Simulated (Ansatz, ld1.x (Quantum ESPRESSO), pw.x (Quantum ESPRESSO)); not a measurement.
niobium (Nb): one change to the TM potential, in the atom and in the diamond crystal

- Element: Nb (Z = 41)
- Generator: ld1.x (Quantum ESPRESSO) 7.5
- Type: norm-conserving Troullier–Martins (Kleinman–Bylander form)
- Functional: PBE
- Relativity: scalar-relativistic
- Frozen core: [Kr]
- Valence charge: 5
- Reference configuration: 4d4 5s1 5p0
- Partial waves: 5p (bound, empty): rc 3.65 bohr; 4d (bound): rc 1.80 bohr; 4f channel at 0.25 Ry: rc 3.55 bohr; 5s (bound): rc 3.00 bohr
- Local potential: the s channel
- Core correction: none

Change: core correction a·sin(br)/r model core inside 1.60 bohr.

Cutoffs, loose and tight: the cutoffs (Ry, on a coarse ladder) from which the occupation-weighted sum of valence levels, in a spherical-Bessel basis at the reference potential, stays within 10 and 1 mRy of its value at 400 Ry. They do not see the model core or the augmentation charge, which bear on the density cutoff. Test errors are all-electron minus pseudo excitation energies from the reference, over the configurations 4d4 5s0 5p0; 4d3 5s0 5p0; 4d2 5s0 5p0; 4d3 5s1 5p0; 4d5 5s0 5p0; 4d4.5 5s0.5 5p0; 4d4 5s0 5p1; variants that change the core or the reference have their own tests.

Crystal test: diamond Nb in pw.x 7.5, no spin, 8³ k-points, Fermi–Dirac smearing 0.01 Ry, cutoffs set for each file from its atomic test. The reference is all-electron LAPW (Ansatz 0.2.0) with the same functional, mesh and smearing; V0 and B0 come from Birch–Murnaghan fits to the pressures at five volumes. Errors are pseudo minus all-electron; Δ is the rms difference of the E(V) curves that follow from these fits, minima aligned, over ±6 % about the mean V0. Mesh and smearing are coarse, so the numbers serve the comparison and aren't converged zero-temperature values; the lattice is a test structure that the element need not adopt.

All-electron: a0 = 5.922 Å (V0 = 25.96 Å³/atom), B0 = 64.5 GPa.

Does the change bring the crystal closer to the all-electron result?

The mean pressure error goes from -0.42 to -1.63 GPa, so the change moves the solid further from the all-electron pressures. The B0 error goes the other way, from -15.9 to -10.0 %.

```tsv
quantity	base	changed
outcome (atom)	generated	generated
cutoff, loose (atom)	35 Ry	35 Ry
cutoff, tight (atom)	45 Ry	45 Ry
bound ghosts (atom)	none	none
largest test error (meV) (atom)	-60	-648 over the solved tests; 1 of 7 tests not solved or not reliable
cutoffs in pw.x (Ry)	55/220	55/220
a0 (Å)	5.909	5.867
a0 error (%)	-0.22	-0.94
B0 error (%)	-15.9	-10.0
Δ (meV/atom)	2.9	10.0
mean pressure error (GPa)	-0.42	-1.63
```

Base: The largest radius (3.65 bohr) exceeds half the bond length (2.42 bohr), so the spheres overlap, which is one possible source of error among others. This is a poor potential for the solid. Changed file: The largest radius (3.65 bohr) exceeds half the bond length (2.42 bohr), so the spheres overlap, which is one possible source of error among others. This is a poor potential for the solid. Atomic configuration tests: 1 of 7 tests not solved or not reliable. The atomic cutoffs weigh occupied waves only.
